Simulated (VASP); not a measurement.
# MgTe (P6_3mc) in VASP: single point with PBEsol

Aim: the single point of MgTe with PBEsol.

Program: VASP 6.6.1. These are calculated values, not measurements. Logs are shortened: lines on timing, memory, paths and dates and some standing lists are left out, and cuts for length are marked.

## Step 1: Starting point

It takes space group P6_3mc (No. 186, hexagonal). Conventional cell: a = 4.540 Å, b = 4.540 Å, c = 7.395 Å, α = 90.00°, β = 90.00°, γ = 120.00°. Mg (site symmetry 3m) is surrounded by 4 Te at 2.74 to 2.79 Å. Te (site symmetry 3m) has 4 Mg at 2.74 to 2.79 Å as nearest neighbours.

## Step 2: Single point, PBEsol

Input file INCAR:

```
ALGO     = Normal         # electronic algorithm
EDIFF    = 1E-6           # SCF threshold, eV
ENCUT    = 520            # plane-wave cutoff, eV
GGA      = PS             # functional
ISIF     = 2              # what is computed and relaxed
ISMEAR   = 0              # smearing method
LASPH    = T              # aspherical terms in the spheres
LCHARG   = T              # write CHGCAR
LELF     = T              # ELF
LREAL    = F              # projectors in reciprocal space
LVHAR    = T            
LWAVE    = F              # write WAVECAR
NBANDS   = 16             # bands
NELM     = 100            # most SCF steps
PREC     = Accurate       # precision mode
SIGMA    = 0.05           # smearing width, eV
```

Input file KPOINTS:

```
k-points
0
Gamma
  9 9 4
```

Input file POSCAR:

```
MgTe
1.0
    4.5400020208      0.0000000000      0.0000000000
   -2.2700010104      3.9317570832      0.0000000000
    0.0000000000      0.0000000000      7.3950000000
Mg Te
2 2
Direct
    0.3333333333      0.6666666667      0.0000000000
    0.6666666667      0.3333333333      0.5000000000
    0.3333333333      0.6666666667      0.3700000000
    0.6666666667      0.3333333333      0.8700000000
```

Potentials or basis: VASP PAW PBE potentials, release 64 (Mg, Te).

Run with:

```sh
cat potpaw_PBE.64/Mg/POTCAR potpaw_PBE.64/Te/POTCAR > POTCAR
mpirun -np 1 vasp_std > vasp.out
```

OUTCAR:

```text
EDIFF = 1E-6
   ENCUT = 520
   GGA = PS
   ISIF = 2
   ISMEAR = 0
   LASPH = T
   LREAL = F
   NELM = 100
   PREC = Accurate

 ion  position               nearest neighbor table
   1  0.333  0.667  0.000-   3 2.74   4 2.79   4 2.79   4 2.79
   2  0.667  0.333  0.500-   4 2.74   3 2.79   3 2.79   3 2.79
   3  0.333  0.667  0.370-   1 2.74   2 2.79   2 2.79   2 2.79
   4  0.667  0.333  0.870-   2 2.74   1 2.79   1 2.79   1 2.79

  LATTYP: Found a hexagonal cell.
 ALAT       =     4.5400020208
 C/A-ratio  =     1.6288539005

  Lattice vectors:

 A1 = (   4.5400020208,   0.0000000000,   0.0000000000)
 A2 = (  -2.2700010104,   3.9317570832,   0.0000000000)
 A3 = (   0.0000000000,   0.0000000000,   7.3950000000)

Analysis of symmetry for initial positions (statically):
=====================================================================
 Subroutine PRICEL returns:
 Original cell was already a primitive cell.

 Routine SETGRP: Setting up the symmetry group for a
 hexagonal supercell.

 Subroutine GETGRP returns: Found 12 space group operations
 (whereof  6 operations were pure point group operations)
 out of a pool of 24 trial point group operations.

The static configuration has the point symmetry C_3v.
 The point group associated with its full space group is C_6v.

Analysis of symmetry for dynamics (positions and initial velocities):
=====================================================================
 Subroutine PRICEL returns:
 Original cell was already a primitive cell.

 Routine SETGRP: Setting up the symmetry group for a
 hexagonal supercell.

 Subroutine GETGRP returns: Found 12 space group operations
 (whereof  6 operations were pure point group operations)
 out of a pool of 24 trial point group operations.

The dynamic configuration has the point symmetry C_3v.
 The point group associated with its full space group is C_6v.

 Subroutine INISYM returns: Found 12 space group operations
 (whereof  6 operations are pure point group operations),
 and found     1 'primitive' translations

----------------------------------------------------------------------------------------

                                     Primitive cell

  volume of cell :     132.0021

  direct lattice vectors                    reciprocal lattice vectors
     4.540002021  0.000000000  0.000000000     0.220264219  0.127169606  0.000000000
    -2.270001010  3.931757083  0.000000000     0.000000000  0.254339212  0.000000000
     0.000000000  0.000000000  7.395000000     0.000000000  0.000000000  0.135226504

  length of vectors
     4.540002021  4.540002021  7.395000000     0.254339212  0.254339212  0.135226504

  position of ions in fractional coordinates (direct lattice)
     0.333333333  0.666666667  0.000000000
     0.666666667  0.333333333  0.500000000
     0.333333333  0.666666667  0.370000000
     0.666666667  0.333333333  0.870000000

  ion indices of the primitive-cell ions
   primitive index   ion index
                 1           1
                 2           2
                 3           3
                 4           4

----------------------------------------------------------------------------------------

 KPOINTS: k-points

Automatic generation of k-mesh.
 Grid dimensions read from file:
 generate k-points for:    9    9    4

 Generating k-lattice:

  Cartesian coordinates                     Fractional coordinates (reciprocal lattice)
     0.024473802  0.014129956  0.000000000     0.111111111  0.000000000  0.000000000
     0.000000000  0.028259912  0.000000000     0.000000000  0.111111111  0.000000000
     0.000000000  0.000000000  0.033806626     0.000000000  0.000000000  0.250000000

  Length of vectors
     0.028259912  0.028259912  0.033806626

  Shift w.r.t. Gamma in fractional coordinates (k-lattice)
     0.000000000  0.000000000  0.000000000

 Subroutine IBZKPT returns following result:
 ===========================================

 Found     36 irreducible k-points:

 Following reciprocal coordinates:
            Coordinates               Weight
  0.000000  0.000000  0.000000      1.000000
  0.111111  0.000000  0.000000      6.000000
  0.222222 -0.000000  0.000000      6.000000
  0.333333 -0.000000  0.000000      6.000000
  0.444444 -0.000000  0.000000      6.000000
  0.111111  0.111111  0.000000      6.000000
[... 16 lines left out ...]
  0.333333  0.222222  0.250000     24.000000
  0.333333  0.333333  0.250000      4.000000
 [... further k-points ...]
   k-points           NKPTS =     36   k-points in BZ     NKDIM =     36   number of bands    NBANDS=     16
   number of dos      NEDOS =    301   number of ions     NIONS =      4
   total plane-waves  NPLWV =  72576
   dimension x,y,z NGX =    36 NGY =   36 NGZ =   56
   dimension x,y,z NGXF=    72 NGYF=   72 NGZF=  112
   ions per type =               2   2
   NGX,Y,Z   is equivalent  to a cutoff of  13.18, 13.18, 12.59 a.u.
   NGXF,Y,Z  is equivalent  to a cutoff of  26.36, 26.36, 25.18 a.u.
 SYSTEM =  unknown system
   PREC   = accura    normal or accurate (medium, high low for compatibility)
   ISTART =      0    job   : 0-new  1-cont  2-samecut
   ICHARG =      2    charge: 1-file 2-atom 10-const
   ISPIN  =      1    spin polarized calculation?
   LNONCOLLINEAR =      F non collinear calculations
   LSORBIT =      F    spin-orbit coupling
   LASPH  =      T    aspherical Exc in radial PAW
   ENCUT  =  520.0 eV  38.22 Ry    6.18 a.u.   8.44  8.44 13.75*2*pi/ulx,y,z
   NELM   =    100;   NELMIN=  2; NELMDL= -5     # of ELM steps
   EDIFF  = 0.1E-05   stopping-criterion for ELM
   LREAL  =      F    real-space projection
   EDIFFG = 0.1E-04   stopping-criterion for IOM
   NSW    =      0    number of steps for IOM
   IBRION =     -1    ionic relax: 0-MD 1-quasi-New 2-CG
   NFREE  =      0    steps in history (QN), initial steepest desc. (CG)
   ISIF   =      2    stress and relaxation
   ISYM   =      2    0-nonsym 1-usesym 2-fastsym
   POTIM  = 0.5000    time-step for ionic-motion
   TEBEG  =    0.0;   TEEND  =   0.0 temperature during run
   PSTRESS=    0.0 pullay stress
   NELECT =      16.0000    total number of electrons
   NUPDOWN=      -1.0000    fix difference up-down
   EMIN   =  10.00;   EMAX   =-10.00  energy-range for DOS
   EFERMI =   0.00;   METHOD = LEGACY
   ISMEAR =     0;   SIGMA  =   0.05  broadening in eV -4-tet -1-fermi 0-gaus
   EFERMI_NEDOS =   21; number of points for ismear=-14 and -15
   IALGO  =     38    algorithm
   IMIX   =      4    mixing-type and parameters
     AMIX     =   0.40;   BMIX     =  1.00
     AMIX_MAG =   1.60;   BMIX_MAG =  1.00
  volume/ion in A,a.u.               =      33.00       222.70
  Fermi-wavevector in a.u.,A,eV,Ry     =   0.810192  1.531041  8.931011  0.656411
  Thomas-Fermi vector in A             =   1.919322
   LORBIT       =      0    0 simple, 1 ext, 2 COOP (PROOUT), +10 PAW based schemes
   GGA     = PS    functional components
   LHFCALC =     F    Hartree Fock is set to
   AEXX    =    0.0000 exact exchange contribution
   IVDW    =     0    specifies the selected vdW correction
   LEPSILON=     F    determine dielectric tensor
   LRPA    =     F    only Hartree local field effects (RPA)
 non-spin polarized calculation
 Gauss-broadening in eV      SIGMA  =   0.05
  energy-cutoff  :      520.00
  volume of cell :      132.00
 maximum number of plane-waves:      3592
 NGX is ok and might be reduce to    36
   NGX = 17   NGY = 17   NGZ = 27

 number of electron      16.0000002 magnetization

 Free energy of the ion-electron system (eV)
  ---------------------------------------------------
  ext. energy  EPLUGINS =         0.00000000
  ---------------------------------------------------
  free energy    TOTEN  =       -13.78036352 eV

  energy without entropy =      -13.78036352  energy(sigma->0) =      -13.78036352

 E-fermi :   2.2361     XC(G=0):  -8.0780

 val. band max:        1.9915037004   @ k =   0.0000   0.0000   0.0000
 cond. band min:       4.4103196311   @ k =   0.0000   0.0000   0.0000
 fundamental gap:      2.4188159307
 Fermi energy:         2.2361112801

 k-point     1 :       0.0000    0.0000    0.0000
  band No.  band energies     occupation
      1      -8.3559      2.00000
      2      -7.7167      2.00000
      3      -1.4400      2.00000
      4       1.4881      2.00000
      5       1.4881      2.00000
      6       1.8973      2.00000
[... 8 lines left out ...]
     15       8.2531      0.00000
     16       9.1370      0.00000

 k-point     2 :       0.1111    0.0000    0.0000
  band No.  band energies     occupation
      1      -8.3008      2.00000
      2      -7.6862      2.00000
      3      -1.3587      2.00000
      4       1.0247      2.00000
      5       1.3672      2.00000
      6       1.4660      2.00000
[... 8 lines left out ...]
     15       8.4925      0.00000
     16       8.5340      0.00000

 k-point     3 :       0.2222   -0.0000    0.0000
  band No.  band energies     occupation
      1      -8.1491      2.00000
      2      -7.6114      2.00000
      3      -1.1354      2.00000
      4       0.1771      2.00000
      5       0.5872      2.00000
      6       1.1124      2.00000
[... 8 lines left out ...]
     15       8.6267      0.00000
     16       8.9822      0.00000

 k-point     4 :       0.3333   -0.0000    0.0000
  band No.  band energies     occupation
      1      -7.9449      2.00000
      2      -7.5391      2.00000
      3      -0.9383      2.00000
      4      -0.4193      2.00000
      5      -0.1306      2.00000
      6       0.8746      2.00000
[... 8 lines left out ...]
     15       8.9301      0.00000
     16       9.9007      0.00000
[... 324 lines left out ...]
 k-point    22 :       0.2222    0.2222    0.2500
  band No.  band energies     occupation
      1      -7.7951      2.00000
      2      -7.5658      2.00000
      3      -0.9686      2.00000
      4      -0.6573      2.00000
      5       0.3297      2.00000
      6       0.3404      2.00000
[... 8 lines left out ...]
     15       8.5634      0.00000
     16       9.4689      0.00000

 k-point    23 :       0.3333    0.2222    0.2500
  band No.  band energies     occupation
      1      -7.6596      2.00000
      2      -7.5438      2.00000
      3      -1.0422      2.00000
      4      -0.8455      2.00000
      5      -0.0456      2.00000
      6       0.5570      2.00000
[... 8 lines left out ...]
     15       9.4649      0.00000
     16       9.7152      0.00000

 k-point    24 :       0.3333    0.3333    0.2500
  band No.  band energies     occupation
      1      -7.5740      2.00000
      2      -7.5740      2.00000
      3      -0.8800      2.00000
      4      -0.8800      2.00000
      5      -0.3513      2.00000
      6       0.3714      2.00000
[... 8 lines left out ...]
     15       9.6417      0.00000
     16       9.8517      0.00000

 [... further k-points ...]
[... 5 lines left out ...]
  --------------------------------------------------------------------------------------
  -------------------------------------------------------------------------------------
  Total        0.0937315      0.0937315      1.0221160      0.0000000      0.0000000      0.0000000
  in kB        1.1376672      1.1376672     12.4059453      0.0000000      0.0000000      0.0000000
  external PRESSURE =       4.8937599 kB  Pullay stress =       0.0000000 kB

 VOLUME and BASIS-vectors are now :
 -----------------------------------------------------------------------------
  energy-cutoff  :      520.00
  volume of cell :      132.00
      direct lattice vectors                 reciprocal lattice vectors
     4.540002021  0.000000000  0.000000000     0.220264219  0.127169606  0.000000000
    -2.270001010  3.931757083  0.000000000     0.000000000  0.254339212  0.000000000
     0.000000000  0.000000000  7.395000000     0.000000000  0.000000000  0.135226504

 POSITION                                       TOTAL-FORCE (eV/Angst)
 -----------------------------------------------------------------------------------
     -0.00000      2.62117      0.00000         0.000000     -0.000000     -0.216162
      2.27000      1.31059      3.69750        -0.000000      0.000000     -0.216162
     -0.00000      2.62117      2.73615         0.000000     -0.000000      0.216162
      2.27000      1.31059      6.43365        -0.000000     -0.000000      0.216162
 -----------------------------------------------------------------------------------
    total drift:                               -0.000000     -0.000000      0.000439

  FREE ENERGIE OF THE ION-ELECTRON SYSTEM (eV)
  ---------------------------------------------------
  free  energy   TOTEN  =       -13.7803635228 eV

  energy  without entropy=      -13.7803635228  energy(sigma->0) =      -13.78036352
```

Wall time 39 s (1 thread of Intel Xeon 6975P-C (Granite Rapids), shared host); peak memory 0.28 GiB.

Results:

```
Free energy            : -13.7804 eV
Pressure               : 0.5 GPa
Largest force          : 0.216 eV/Å
Band gap on the k mesh : 2.42 eV, direct
```

Forces in eV/Å, atoms in the order of the input:
```
Mg   0.000  0.000 -0.216
Mg   0.000  0.000 -0.216
Te   0.000  0.000  0.216
Te   0.000  0.000  0.216
```

Caveat: the PAW data sets were made with another functional, which shifts forces and pressure a little; spin-orbit coupling is left out, which moves the levels of the heavy elements.
